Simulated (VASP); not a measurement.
Level of theory: PW91 GGA, VASP's PBE PAW potentials (set 64) (plane waves; VASP 6.6.1).

Input for VASP

### POSCAR
```
BaF2
4.4393240
  0.0000000000   0.7071067773   0.7071067773
  0.7071067773   0.0000000000   0.7071067773
  0.7071067773   0.7071067773   0.0000000000
Ba F
1 2
Cart
  0.0000000000   0.0000000000   0.0000000000
  0.3535533887   0.3535533887   0.3535533887
  1.0606601660   1.0606601660   1.0606601660
```

INCAR:
```
NEDOS = 601
LORBIT = 11   # lm-projected
ISMEAR = -5   # tetrahedra, Bloechl
SYSTEM = BaF2
LCHARG = .True.
ENCUT = 520
LEFG = .True.
LASPH = .True.
LWAVE = .False.
LREAL = .False.
PREC = Accurate
NELM = 100
ISIF = 2
EDIFF = 1E-7   # SCF stop (eV)
ALGO = Normal
GGA = 91
LMAXMIX = 4   # l cut-off of mixed one-centre charges
```

### KPOINTS
```
Automatic mesh
0
Gamma
7 7 7
0 0 0
```

POTCAR, in this order: Ba_sv F (PBE.64 set). Program: vasp_std.

What VASP printed:

### OSZICAR
```
       N       E                     dE             d eps       ncg     rms          rms(c)
DAV:   1     0.162281448697E+03    0.16228E+03   -0.13104E+04   640   0.138E+03
DAV:   2    -0.124836287211E+02   -0.17477E+03   -0.17308E+03   832   0.294E+02
DAV:   3    -0.190698008298E+02   -0.65862E+01   -0.65790E+01   800   0.666E+01
DAV:   4    -0.191915363287E+02   -0.12174E+00   -0.12171E+00   928   0.778E+00
DAV:   5    -0.191960174995E+02   -0.44812E-02   -0.44812E-02   768   0.105E+00    0.864E+00
DAV:   6    -0.172988651835E+02    0.18972E+01   -0.10468E+01   640   0.256E+01    0.421E+00
DAV:   7    -0.172906809667E+02    0.81842E-02   -0.39454E-01   840   0.574E+00    0.212E+00
DAV:   8    -0.173059051618E+02   -0.15224E-01   -0.61482E-02   752   0.299E+00    0.300E-01
DAV:   9    -0.173153618207E+02   -0.94567E-02   -0.18216E-02   808   0.947E-01    0.151E-01
DAV:  10    -0.173186333042E+02   -0.32715E-02   -0.55097E-03   664   0.515E-01    0.484E-02
DAV:  11    -0.173186124254E+02    0.20879E-04   -0.48932E-04   864   0.173E-01    0.222E-02
DAV:  12    -0.173186506696E+02   -0.38244E-04   -0.11118E-04   656   0.769E-02    0.275E-03
DAV:  13    -0.173186510620E+02   -0.39247E-06   -0.18658E-06   888   0.104E-02    0.274E-03
DAV:  14    -0.173186515935E+02   -0.53150E-06   -0.37430E-07   624   0.484E-03    0.875E-04
DAV:  15    -0.173186515808E+02    0.12698E-07   -0.10949E-07   696   0.242E-03
   1 F= -.17318652E+02 E0= -.17318652E+02  d E =0.000000E+00
```

**OUTCAR**
```
------------------------ aborting loop because EDIFF is reached ----------------------------------------
  FORCE on cell =-STRESS in cart. coord.  units (eV):
  Direction    XX          YY          ZZ          XY          YZ          ZX
  --------------------------------------------------------------------------------------
  Total       -0.0538442     -0.0538442     -0.0538442      0.0000000      0.0000000     -0.0000000
  in kB       -1.3944844     -1.3944844     -1.3944844      0.0000000      0.0000000     -0.0000000
  external PRESSURE =      -1.3944844 kB  Pullay stress =       0.0000000 kB
  volume of cell :       61.86
      direct lattice vectors                 reciprocal lattice vectors
     0.000000000  3.139076087  3.139076087    -0.159282536  0.159282536  0.159282536
     3.139076087  0.000000000  3.139076087     0.159282536 -0.159282536  0.159282536
     3.139076087  3.139076087  0.000000000     0.159282536  0.159282536 -0.159282536
 POSITION                                       TOTAL-FORCE (eV/Angst)
 -----------------------------------------------------------------------------------
      0.00000      0.00000      0.00000        -0.000000     -0.000000     -0.000000
      1.56954      1.56954      1.56954         0.000000      0.000000      0.000000
      4.70861      4.70861      4.70861         0.000000     -0.000000     -0.000000
 -----------------------------------------------------------------------------------
    total drift:                                0.000000      0.000000      0.000000
  FREE ENERGIE OF THE ION-ELECTRON SYSTEM (eV)
  ---------------------------------------------------
  free  energy   TOTEN  =       -17.3186515808 eV

  energy  without entropy=      -17.3186515808  energy(sigma->0) =      -17.31865158

 total charge

# of ion       s       p       d       tot
------------------------------------------
    1        1.998   5.643   0.213   7.854
    2        1.731   4.357   0.000   6.087
    3        1.731   4.357   0.000   6.087
--------------------------------------------------
tot          5.460  14.356   0.213  20.028

 Electric field gradients after diagonalization (V/A^2)
 (convention: |V_zz| > |V_xx| > |V_yy|)
----------------------------------------------------------------------
 ion       V_xx      V_yy      V_zz     asymmetry (V_yy - V_xx)/ V_zz
----------------------------------------------------------------------
   1      -0.000    -0.000     0.000       0.000
   2       0.005     0.005    -0.010       0.000
   3       0.005     0.005    -0.010       0.000
```
(Selected blocks of OUTCAR.)

### OUTCAR
```
 val. band max:       -2.3129706317   @ k =  -0.1429   0.1429   0.0000

 cond. band min:       4.3821859013   @ k =   0.0000   0.0000   0.0000


 Fermi energy:        -2.2825010024

 k-point     1 :       0.0000    0.0000    0.0000
  band No.  band energies     occupation
      1     -25.4021      2.00000
      2     -21.1010      2.00000
      3     -21.0926      2.00000
      4     -10.3411      2.00000
      5     -10.3411      2.00000
      6     -10.3411      2.00000
      7      -3.6818      2.00000
      8      -3.6818      2.00000
      9      -3.6818      2.00000
     10      -2.3560      2.00000
     11      -2.3560      2.00000
     12      -2.3560      2.00000
     13       4.3822      0.00000
     14       6.7522      0.00000
     15       6.7522      0.00000
     16       8.7950      0.00000

 k-point     2 :       0.1429    0.0000    0.0000
  band No.  band energies     occupation
      1     -25.3711      2.00000
      2     -21.1330      2.00000
      3     -21.1166      2.00000
      4     -10.3722      2.00000
      5     -10.3678      2.00000
      6     -10.3678      2.00000
      7      -3.6028      2.00000
      8      -3.6028      2.00000
      9      -3.4894      2.00000
     10      -2.4885      2.00000
     11      -2.3844      2.00000
     12      -2.3844      2.00000
     13       4.8200      0.00000
     14       6.7410      0.00000
     15       6.7410      0.00000
     16       8.5672      0.00000

 k-point     3 :       0.2857    0.0000    0.0000
  band No.  band energies     occupation
      1     -25.2991      2.00000
      2     -21.2273      2.00000
      3     -21.1501      2.00000
      4     -10.4344      2.00000
      5     -10.4262      2.00000
      6     -10.4262      2.00000
      7      -3.4338      2.00000
      8      -3.4338      2.00000
      9      -3.0526      2.00000
     10      -2.7347      2.00000
     11      -2.4362      2.00000
     12      -2.4362      2.00000
     13       5.7526      0.00000
...
```

Unless said otherwise, spin-orbit coupling is left out, though it shifts the bands of the heavy elements here.

The compound is BaF2 in the fluorite structure. It was relaxed first.
